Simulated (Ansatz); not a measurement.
# WC: molecular dynamics, part 1 of 2

Aim: heat the crystal hard, then quench it. Runs: 190 steps of 1.12 fs under a Langevin thermostat at 2800 K; 269 steps of 1 fs under a Langevin thermostat, set from 2240 K to 300 K by a schedule. The start is the crystal (P-6m2), its volume scaled by 1.15.

All numbers below are computed with Ansatz 0.2.0 (DFT LDA, plane waves, PAW, scalar-relativistic, no spin polarisation).

**1. Starting point**

The cell holds 16 atoms (C8W8): a = 6.080 Å, b = 5.265 Å, c = 5.948 Å, α = 90.00°, β = 90.00°, γ = 90.00°.

Structure file:

```xyz
16
Lattice="-3.0400 -5.2654 0.0000 4.5599 -2.6327 0.0000 0.0000 0.0000 5.9481" Properties=species:S:1:pos:R:3 pbc="T T T"
W     0.0000   -5.2654    0.0000
C     1.5200   -4.3878    1.4870
W     0.0000   -5.2654    2.9740
C     1.5200   -4.3878    4.4611
W    -1.5200   -2.6327    0.0000
C     0.0000   -1.7551    1.4870
W    -1.5200   -2.6327    2.9740
C     0.0000   -1.7551    4.4611
W     1.5200   -2.6327    0.0000
C     3.0400   -1.7551    1.4870
W     1.5200   -2.6327    2.9740
C     3.0400   -1.7551    4.4611
W     0.0000    0.0000    0.0000
C    -1.5200   -4.3878    1.4870
W     0.0000    0.0000    2.9740
C    -1.5200   -4.3878    4.4611
```

**2. Run 1**

190 steps of 1.12 fs under a Langevin thermostat at 2800 K.

Contents of input.yaml:

```yaml
accuracy: low
crystal:
  lattice:
    - [-3.039955, -5.265357, 0.0]
    - [4.559933, -2.632678, 0.0]
    - [0.0, 0.0, 5.94809]
  atoms:
    - { symbol: W, position: [0.75, 0.5, 0.0] }
    - { symbol: C, position: [0.5, 0.6666667, 0.25] }
    - { symbol: W, position: [0.75, 0.5, 0.5] }
    - { symbol: C, position: [0.5, 0.6666667, 0.75] }
    - { symbol: W, position: [0.5, 0.0, 0.0] }
    - { symbol: C, position: [0.25, 0.1666667, 0.25] }
    - { symbol: W, position: [0.5, 0.0, 0.5] }
    - { symbol: C, position: [0.25, 0.1666667, 0.75] }
    - { symbol: W, position: [0.25, 0.5, 0.0] }
    - { symbol: C, position: [0.0, 0.6666667, 0.25] }
    - { symbol: W, position: [0.25, 0.5, 0.5] }
    - { symbol: C, position: [0.0, 0.6666667, 0.75] }
    - { symbol: W, position: [0.0, 0.0, 0.0] }
    - { symbol: C, position: [0.75, 0.1666667, 0.25] }
    - { symbol: W, position: [0.0, 0.0, 0.5] }
    - { symbol: C, position: [0.75, 0.1666667, 0.75] }
basis:
  ecutwfc: 420.0
kpoints:
  mp_grid: { grid: [2, 2, 2] }
hamiltonian:
  xc: lda
  pseudopotentials: { kind: paw, azcp: { folder: soft_1 } }
scf:
  occupations: { method: fermi_dirac, width: 0.24 }
  lower_state_search: "off"
md:
  timestep: 1.12
  n_steps: 190
  ensemble: nvt_langevin
  temperature: 2800.0
  initial_velocities: maxwell_boltzmann
  seed: 822315
  friction: 0.02
```

The run is started by

```console
> ansatz run input.yaml --threads 1 --pin off --max-ram 3072MiB --backend cpu --events-out ev --progress --plain --runs-dir out
```

Log (excerpt; [...] marks lines left out):

```text
Warning: md: disabling space-group detection — thermal motion breaks the input geometry's symmetry, so no spatial operation reduces the k-mesh or symmetrises the density; time reversal is kept, so that k and −k are solved as one point where they differ and the mesh holds both, and exact [...]
Warning: <dir> the record states the generating functional pbe (its physics header spells it `PBE`), which answers neither for hamiltonian.xc's functional nor for the lda family's — results may be inconsistent (PPs are generated against a specific XC)
[...]
Warning: RAYON_NUM_THREADS=1 ignored (pool sized by the plan → 1); use --threads N
band count auto-derived: 95 (N_el = 144.0; filled up to band 72; 88 by the electrons, moments and atoms)
[...]
Pseudopotentials: kind: paw
Pseudopotential: W, paw, valence charge 14, recommended cutoff 420 eV (normal), <dir>
Pseudopotential: C, paw, valence charge 4, recommended cutoff 420 eV (normal), <dir>
Functional definition: SPW92
[...]
Crystal: 16 atoms, lattice volume = 190.416 Å³
Basis set: ecut = 420 eV, 3743 PW (Γ)
Bands: 95, of which v1, the nominal top of the filled ones, is band 72 counted from 1 (71 counted from 0)
Symmetry: 1 space group operations
k-points: 8
[...]
SCF iter   1: F=—  HF=-82997.519940 eV  |F-HF|=—  |Δ(HF+E_count)|=         —  Δρ=1.18e-1  dr2=3.98e1  ethr=3.10e-3  ⟨swp⟩=4.8  Hψ=2742  notcnv=0
[...]
md step     0: t =     0.00 fs  T =  2625.0 K  F+E_penalty+E_count = -82988.24218713 eV  E_kin = 5.428920 eV  (8 SCF iters)
[...]
md step     8: t =     8.96 fs  T =  1886.7 K  F+E_penalty+E_count = -82986.83245505 eV  E_kin = 3.901948 eV  (5 SCF iters)
[...]
md step    16: t =    17.92 fs  T =  1522.9 K  F+E_penalty+E_count = -82985.53858840 eV  E_kin = 3.149562 eV  (5 SCF iters)
[...]
md step    24: t =    26.88 fs  T =  1947.9 K  F+E_penalty+E_count = -82985.18471887 eV  E_kin = 4.028497 eV  (5 SCF iters)
[...]
md step    32: t =    35.84 fs  T =  1739.7 K  F+E_penalty+E_count = -82984.24450635 eV  E_kin = 3.598047 eV  (6 SCF iters)
md step    33: t =    36.96 fs  T =  1939.4 K  F+E_penalty+E_count = -82984.17536677 eV  E_kin = 4.011078 eV  (5 SCF iters)
```

**3. The output, continued: dynamics from the start**

The log, continued (excerpt; [...] marks lines left out):

```text
md step    34: t =    38.08 fs  T =  1926.4 K  F+E_penalty+E_count = -82984.11123302 eV  E_kin = 3.984098 eV  (6 SCF iters)
[...]
md step    58: t =    64.96 fs  T =  2026.5 K  F+E_penalty+E_count = -82983.12707712 eV  E_kin = 4.191043 eV  (6 SCF iters)
[...]
md step    82: t =    91.84 fs  T =  2216.0 K  F+E_penalty+E_count = -82982.64250943 eV  E_kin = 4.583030 eV  (6 SCF iters)
[...]
md step   106: t =   118.72 fs  T =  2352.7 K  F+E_penalty+E_count = -82983.73597097 eV  E_kin = 4.865750 eV  (5 SCF iters)
[...]
md step   189: t =   211.68 fs  T =  1829.0 K  F+E_penalty+E_count = -82982.53000841 eV  E_kin = 3.782586 eV  (5 SCF iters)
[...]
md step   190: t =   212.80 fs  T =  1862.1 K  F+E_penalty+E_count = -82982.45967549 eV  E_kin = 3.851033 eV  (7 SCF iters)
SCF converged after 7 iterations
Free energy (F): -82982.459675 eV
[...]
E sigma→0 (E₀):  -82981.947338 eV
Entropy (-TS):   -1.024676 eV (-64.042 meV/atom)
Fermi energy:    17.396701 eV
[...]
--- Forces (eV/Å), atoms counted from 1 ---
  atom   1  W      2.80132295     4.73201923    -1.56253156
  atom   2  C      1.41058844    -0.54171504     1.14073441
  atom   3  W     -0.58190552     0.57232808     1.51784905
  atom   4  C      0.99656177    -2.64796017    -1.29752469
  atom   5  W     -3.69861024     0.38513385     1.93992125
  atom   6  C     -1.85004554     0.12707144     0.39344140
  atom   7  W      1.54436393    -1.75719201    -0.62161178
  atom   8  C     -0.28570687     2.10628933    -2.29815049
[...]
--- MD trajectory: 190 steps, t = 0.0 → 212.8 fs ---
  final state: T = 1862.1 K   F+E_penalty+E_count = -82982.45967549 eV   E_kin = 3.851033 eV
```

Wall time 15 min (1 thread of Arm Neoverse V2, shared host); peak memory 0.6 GiB.

**4. The trajectory**

The trajectory, every 14 steps (energies from step 0); msd is the mean square displacement from the start, the centre of mass held:

```csv
time (fs),T (K),potential energy change (meV/atom),msd C (Å²),msd W (Å²)
0.0,2625,0.0,0.000,0.000
15.7,1658,156.9,0.040,0.009
31.4,1595,222.2,0.044,0.028
47.0,1715,296.0,0.071,0.039
62.7,1938,322.5,0.064,0.045
78.4,1819,338.5,0.053,0.052
94.1,2288,347.3,0.057,0.054
109.8,2111,299.8,0.043,0.046
125.4,3181,287.9,0.074,0.040
141.1,2161,348.8,0.090,0.041
156.8,2811,286.5,0.071,0.036
172.5,2933,261.5,0.074,0.030
188.2,2825,333.3,0.092,0.030
203.8,2847,307.7,0.089,0.035
212.8,1862,361.4,0.089,0.039
```

time (fs), T (K) and a bar:
```
      0.0       2625 ###################
      9.0       1887 #######
     19.0       1549 #
     28.0       2000 #########
     37.0       1939 ########
     45.9       1714 ####
     56.0       1482 
     65.0       2026 #########
     73.9       1962 ########
     82.9       2135 ###########
     93.0       2256 #############
    101.9       2510 #################
    110.9       2270 #############
    119.8       2397 ###############
    129.9       2673 ####################
    138.9       2124 ###########
    147.8       2076 ##########
    156.8       2811 ######################
    166.9       2733 #####################
    175.8       3282 ##############################
    184.8       2720 #####################
    193.8       2957 #########################
    203.8       2847 #######################
    212.8       1862 ######
```

Pair distribution over the second half of the run:

| r (Å) | g W–C | g C–C |
| --- | --- | --- |
| 0.68 | 0.00 | 0.00 |
| 0.84 | 0.00 | 0.00 |
| 1.00 | 0.00 | 0.00 |
| 1.16 | 0.00 | 0.00 |
| 1.32 | 0.00 | 0.00 |
| 1.48 | 0.00 | 0.00 |
| 1.64 | 0.00 | 0.00 |
| 1.80 | 0.06 | 0.00 |
| 1.96 | 1.15 | 0.00 |
| 2.12 | 3.42 | 0.00 |
| 2.28 | 4.49 | 0.00 |
| 2.44 | 2.90 | 0.10 |

Maxima of the velocity power spectrum (cm⁻¹, relative height; resolution about 310 cm⁻¹): 200 (98), 470 (100).

**5. Positions and forces**

Positions (Å) and forces (eV/Å):

```xyz
16
Lattice="-3.040 -5.265 0.000 4.560 -2.633 0.000 0.000 0.000 5.948" Properties=species:S:1:pos:R:3:forces:R:3 pbc="T T T" time_fs=35.8 T=1740 dE=3.9977
W    -0.002   -5.227    0.012    1.849   -0.662   -1.508
C     1.537   -4.374    1.479    0.177   -0.258    0.118
W    -0.071   -5.421    2.920    1.010    2.991    0.338
C     1.743   -4.399    4.537   -2.245    0.894   -0.841
W    -1.451   -2.561   -0.112   -0.540   -1.613    2.003
C    -0.194   -1.728    1.231    2.795    0.547    2.670
W    -1.532   -2.714    3.111   -0.178    1.647   -3.344
C    -0.031   -1.468    4.361    0.138   -2.504   -0.851
W     1.677   -2.664    0.050   -2.264    0.722   -1.102
C     3.014   -1.660    1.368    0.238   -0.772    0.710
W     1.493   -2.345    2.946   -0.023   -3.705   -0.096
C     2.893   -1.680    4.552    0.973    0.112   -1.204
W     0.155   -0.006   -0.032   -3.444    0.877   -1.699
C    -1.441   -4.439    1.229   -0.802    0.581    2.404
W    -0.069    0.007    2.744    0.735    0.429    2.556
C    -1.645   -4.470    4.335    1.580    0.716   -0.152
16
Lattice="-3.040 -5.265 0.000 4.560 -2.633 0.000 0.000 0.000 5.948" Properties=species:S:1:pos:R:3:forces:R:3 pbc="T T T" time_fs=70.6 T=2094 dE=5.2318
W     0.141   -5.226   -0.096   -0.756    0.600    0.356
C     1.460   -4.313    1.722    0.720    0.288   -1.828
W    -0.086   -5.471    2.787    2.659    6.246    2.538
C     1.527   -4.408    4.520    1.647    0.397    0.277
W    -1.440   -2.506   -0.106   -0.172   -1.563    2.467
C     0.223   -1.533    1.468   -1.216   -1.739   -1.263
W    -1.469   -2.757    3.179   -1.041    2.256   -3.826
C     0.016   -1.605    4.286    0.181   -1.275    1.182
W     1.692   -2.588    0.085   -1.827   -0.681   -1.605
C     3.046   -1.593    1.325    0.668   -1.829   -0.393
W     1.529   -2.266    2.967    0.168   -5.859   -0.431
C     3.394   -1.707    4.241   -2.853    0.261    2.139
W     0.047   -0.097   -0.122    0.779    2.838    0.732
C    -1.597   -4.165    1.450    0.936   -1.052   -0.104
W     0.038    0.038    2.833    0.788    1.181    0.354
C    -1.360   -4.398    4.546   -0.682   -0.070   -0.595
16
Lattice="-3.040 -5.265 0.000 4.560 -2.633 0.000 0.000 0.000 5.948" Properties=species:S:1:pos:R:3:forces:R:3 pbc="T T T" time_fs=106.4 T=2492 dE=4.7453
W     0.318   -5.300   -0.254   -4.053    0.468    2.204
C     1.704   -4.338    1.228   -1.572   -0.096    0.941
W    -0.091   -5.312    2.732    2.370    0.025    1.473
C     1.571   -4.367    4.321    0.088    0.127    0.022
W    -1.467   -2.557   -0.060    0.759   -2.300    1.680
C     0.004   -1.938    1.284    0.795    2.299    1.645
W    -1.452   -2.757    3.242   -0.299    1.067   -5.366
C     0.140   -1.893    4.561   -1.854    1.548   -1.754
W     1.629   -2.487   -0.042   -0.434   -3.109    0.107
C     3.155   -1.798    1.372   -0.254    0.749   -0.018
W     1.508   -2.500    2.994   -0.770   -3.265   -3.288
C     2.863   -1.835    4.215    3.763    1.862    1.563
W    -0.046   -0.077   -0.128    2.083    0.781    0.710
C    -1.388   -4.502    1.338   -1.042    0.565    0.254
W    -0.010   -0.022    2.783    0.281    0.041    1.203
C    -1.526   -4.387    4.528    0.139   -0.761   -1.377
16
Lattice="-3.040 -5.265 0.000 4.560 -2.633 0.000 0.000 0.000 5.948" Properties=species:S:1:pos:R:3:forces:R:3 pbc="T T T" time_fs=142.2 T=2323 dE=5.5888
W     0.210   -5.297   -0.309   -2.430    1.486    4.618
C     1.380   -4.362    1.219    2.040    0.220    1.158
W    -0.042   -5.240    2.829    1.980   -1.277   -0.325
C     1.232   -4.136    4.445    2.185   -0.840   -1.109
W    -1.399   -2.681    0.098   -0.903    1.086   -0.371
C     0.066   -1.755    1.622   -0.281   -1.024   -1.548
W    -1.370   -2.835    3.017   -1.419    2.943   -0.599
C    -0.114   -1.588    4.468    0.725   -2.127    0.773
W     1.714   -2.443   -0.033   -3.238   -2.331    0.079
C     3.149   -1.824    1.295   -0.742    1.260    2.171
W     1.625   -2.788    3.055   -1.425    2.221   -2.594
C     3.317   -1.633    4.482   -2.127   -2.188   -1.848
W    -0.034    0.018    0.021    3.008   -1.241   -1.621
C    -1.550   -4.325    1.590   -0.021   -0.840   -1.644
W    -0.109   -0.070    2.899    2.313    0.381    0.784
C    -1.538   -4.718    4.151    0.337    2.269    2.077
16
Lattice="-3.040 -5.265 0.000 4.560 -2.633 0.000 0.000 0.000 5.948" Properties=species:S:1:pos:R:3:forces:R:3 pbc="T T T" time_fs=177.0 T=3025 dE=3.7674
W     0.076   -5.247   -0.243    0.786   -0.106    2.758
C     1.763   -4.413    1.425   -1.571    0.531    0.119
W     0.057   -5.311    2.921    0.281   -0.565   -0.445
C     1.630   -4.809    4.150   -0.434    2.376    2.377
W    -1.347   -2.751    0.125   -1.408    1.601   -2.018
C     0.023   -1.656    1.371    0.787   -0.800    0.763
W    -1.401   -2.725    2.947    0.100    0.064    0.487
C     0.155   -2.002    4.356   -0.544    1.004    0.985
W     1.605   -2.483    0.042    0.171   -1.282    0.251
C     3.181   -1.812    1.785   -0.763    0.417   -2.832
W     1.723   -2.695    3.057   -1.910   -1.162   -1.408
C     3.129   -1.855    4.399   -0.421    0.527    1.470
W    -0.005    0.125    0.061    1.244   -1.904    0.100
C    -1.532   -4.404    1.540    0.721   -0.054    0.005
W    -0.026   -0.186    3.056    2.533    1.538   -0.766
C    -1.501   -4.286    4.650    0.429   -2.185   -1.845
16
Lattice="-3.040 -5.265 0.000 4.560 -2.633 0.000 0.000 0.000 5.948" Properties=species:S:1:pos:R:3:forces:R:3 pbc="T T T" time_fs=212.8 T=1862 dE=5.7825
W     0.006   -5.352    0.023    2.801    4.732   -1.562
C     1.561   -4.379    1.426    1.411   -0.542    1.141
W     0.129   -5.276    2.897   -0.582    0.572    1.518
C     1.337   -4.017    4.541    0.997   -2.648   -1.298
W    -1.208   -2.763   -0.048   -3.699    0.385    1.940
C     0.265   -1.799    1.569   -1.850    0.127    0.393
W    -1.507   -2.591    2.958    1.544   -1.757   -0.622
C     0.040   -1.765    4.710   -0.286    2.106   -2.298
W     1.560   -2.399    0.105    1.013   -4.598   -2.309
C     3.217   -1.784    1.179   -0.359    0.079    4.797
W     1.798   -2.711    2.967   -1.437    1.125    0.617
C     3.015   -1.612    4.693    0.628   -1.709   -3.255
W     0.089    0.180    0.009    1.816   -3.425   -1.300
C    -1.221   -4.555    1.454   -2.360    1.748    0.522
W     0.092   -0.284    2.987    0.600    2.580   -0.052
C    -1.472   -4.488    4.154   -0.237    1.224    1.769
```

On run 1: Against a set 2800 K the second half averages 2551 K with a spread of 326 K (in equilibrium 16 atoms would scatter by about 572 K, over a far longer run). Counted from the crystal's sites, with the common drift removed, the atoms stand 0.25 Å away over the last tenth of the run (root mean square), 11 % of the neighbour distance: near the range, 10 to 20 % and a little above, in which crystals usually melt.

**6. Run 2**

269 steps of 1 fs under a Langevin thermostat, set from 2240 K to 300 K by a schedule, starting from the last frame of an earlier run, with new velocities.

Contents of input.yaml:

```yaml
accuracy: low
crystal:
  lattice:
    - [-3.039955, -5.265357, 0.0]
    - [4.559933, -2.632678, 0.0]
    - [0.0, 0.0, 5.94809]
  atoms:
    - { symbol: W, position: [0.76189735, 0.50918761, 0.00383269] }
    - { symbol: C, position: [0.49537934, 0.67254096, 0.23979039] }
    - { symbol: W, position: [0.74099655, 0.52221278, 0.48713365] }
    - { symbol: C, position: [0.46221251, 0.60129099, 0.7634905] }
    - { symbol: W, position: [0.49295437, 0.06365979, -0.00807417] }
    - { symbol: C, position: [0.23447279, 0.21432589, 0.26380028] }
    - { symbol: W, position: [0.49298842, -0.00192128, 0.49725343] }
    - { symbol: C, position: [0.24801394, 0.17421161, 0.79182362] }
    - { symbol: W, position: [0.2134665, 0.48434222, 0.01774036] }
    - { symbol: C, position: [-0.01048534, 0.69847738, 0.19817881] }
    - { symbol: W, position: [0.23829018, 0.55326063, 0.49884029] }
    - { symbol: C, position: [-0.01830325, 0.64908086, 0.78898597] }
    - { symbol: W, position: [-0.0329049, -0.00241535, 0.00149003] }
    - { symbol: C, position: [0.74924187, 0.23165816, 0.24436252] }
    - { symbol: W, position: [0.03279671, 0.04209282, 0.50213332] }
    - { symbol: C, position: [0.76024519, 0.1840706, 0.69844978] }
basis:
  ecutwfc: 420.0
kpoints:
  mp_grid: { grid: [2, 2, 2] }
hamiltonian:
  xc: lda
  pseudopotentials: { kind: paw, azcp: { folder: soft_1 } }
scf:
  occupations: { method: fermi_dirac, width: 0.24 }
  lower_state_search: "off"
md:
  timestep: 1
  n_steps: 269
  ensemble: nvt_langevin
  temperature: 2240.0
  initial_velocities: maxwell_boltzmann
  seed: 536524
  friction: 0.02
  temperature_schedule:
    - { n_steps: 202, end_temperature: 300.0 }
    - { n_steps: 67, end_temperature: 300.0 }
```

The run is started by

```console
> ansatz run input.yaml --threads 1 --pin off --max-ram 3072MiB --backend cpu --events-out ev --progress --plain --runs-dir out
```

Log (excerpt; [...] marks lines left out):

```text
Warning: md: disabling space-group detection — thermal motion breaks the input geometry's symmetry, so no spatial operation reduces the k-mesh or symmetrises the density; time reversal is kept, so that k and −k are solved as one point where they differ and the mesh holds both, and exact [...]
Warning: <dir> the record states the generating functional pbe (its physics header spells it `PBE`), which answers neither for hamiltonian.xc's functional nor for the lda family's — results may be inconsistent (PPs are generated against a specific XC)
[...]
Warning: RAYON_NUM_THREADS=1 ignored (pool sized by the plan → 1); use --threads N
band count auto-derived: 93 (N_el = 144.0; filled up to band 72; 88 by the electrons, moments and atoms)
[...]
[... 4 set-up lines as earlier in the session ...]
[...]
Crystal: 16 atoms, lattice volume = 190.416 Å³
Basis set: ecut = 420 eV, 3743 PW (Γ)
Bands: 93, of which v1, the nominal top of the filled ones, is band 72 counted from 1 (71 counted from 0)
[... 1 set-up line as earlier in the session ...]
k-points: 8
[...]
SCF iter   1: F=—  HF=-82992.486032 eV  |F-HF|=—  |Δ(HF+E_count)|=         —  Δρ=1.24e-1  dr2=4.47e1  ethr=3.10e-3  ⟨swp⟩=5.0  Hψ=2690  notcnv=0
[...]
md step     0: t =     0.00 fs  T =  2100.0 K (target 2240.0 K)  F+E_penalty+E_count = -82982.45967561 eV  E_kin = 4.343136 eV  (9 SCF iters)
[...]
md step     9: t =     9.00 fs  T =  2243.2 K (target 2158.4 K)  F+E_penalty+E_count = -82983.59815960 eV  E_kin = 4.639251 eV  (5 SCF iters)
[...]
md step    18: t =    18.00 fs  T =  1801.3 K (target 2071.9 K)  F+E_penalty+E_count = -82983.15876695 eV  E_kin = 3.725280 eV  (5 SCF iters)
[...]
md step    27: t =    27.00 fs  T =  1743.5 K (target 1985.5 K)  F+E_penalty+E_count = -82982.94893082 eV  E_kin = 3.605764 eV  (5 SCF iters)
[...]
md step    34: t =    34.00 fs  T =  2589.3 K (target 1918.3 K)  F+E_penalty+E_count = -82984.42196566 eV  E_kin = 5.355114 eV  (5 SCF iters)
md step    35: t =    35.00 fs  T =  2556.4 K (target 1908.7 K)  F+E_penalty+E_count = -82984.66272514 eV  E_kin = 5.287122 eV  (5 SCF iters)
```

**7. More of the same log: dynamics from the last frame of the run before**

Output, continued (excerpt; [...] marks lines left out):

```text
md step    36: t =    36.00 fs  T =  2770.4 K (target 1899.1 K)  F+E_penalty+E_count = -82984.88079904 eV  E_kin = 5.729658 eV  (5 SCF iters)
[...]
md step    57: t =    57.00 fs  T =  1544.5 K (target 1697.4 K)  F+E_penalty+E_count = -82983.41854323 eV  E_kin = 3.194277 eV  (5 SCF iters)
[...]
md step    78: t =    78.00 fs  T =  1887.8 K (target 1495.7 K)  F+E_penalty+E_count = -82984.34258638 eV  E_kin = 3.904218 eV  (5 SCF iters)
[...]
md step    99: t =    99.00 fs  T =  2024.8 K (target 1294.0 K)  F+E_penalty+E_count = -82984.80294272 eV  E_kin = 4.187512 eV  (5 SCF iters)
[...]
md step   268: t =   268.00 fs  T =   311.9 K (target 300.0 K)  F+E_penalty+E_count = -82987.47232804 eV  E_kin = 0.645077 eV  (4 SCF iters)
[...]
md step   269: t =   269.00 fs  T =   320.5 K (target 300.0 K)  F+E_penalty+E_count = -82987.47983290 eV  E_kin = 0.662832 eV  (6 SCF iters)
SCF converged after 6 iterations
Free energy (F): -82987.479833 eV
[...]
E sigma→0 (E₀):  -82987.023060 eV
Entropy (-TS):   -0.913547 eV (-57.097 meV/atom)
Fermi energy:    17.431159 eV
[...]
--- Forces (eV/Å), atoms counted from 1 ---
  atom   1  W     -0.19026729    -0.53165332    -0.19906753
  atom   2  C     -0.70921296     0.29765337     0.73688111
  atom   3  W      0.35088544     0.01207942     0.74703476
  atom   4  C     -1.00625339    -0.81388170    -0.70917619
  atom   5  W      0.27921863    -0.05426696    -0.22033730
  atom   6  C      0.48698665    -0.57369124     0.05466208
  atom   7  W     -0.06667368     0.63242392    -0.76396650
  atom   8  C      0.39574518     1.90247028     0.03717862
[...]
--- MD trajectory: 269 steps, t = 0.0 → 269.0 fs ---
  final state: T = 320.5 K   F+E_penalty+E_count = -82987.47983290 eV   E_kin = 0.662832 eV
```

It took 20 min on 1 thread of Arm Neoverse V2, shared host; peak memory 0.59 GiB.

(Continued in part 2 of 2.)
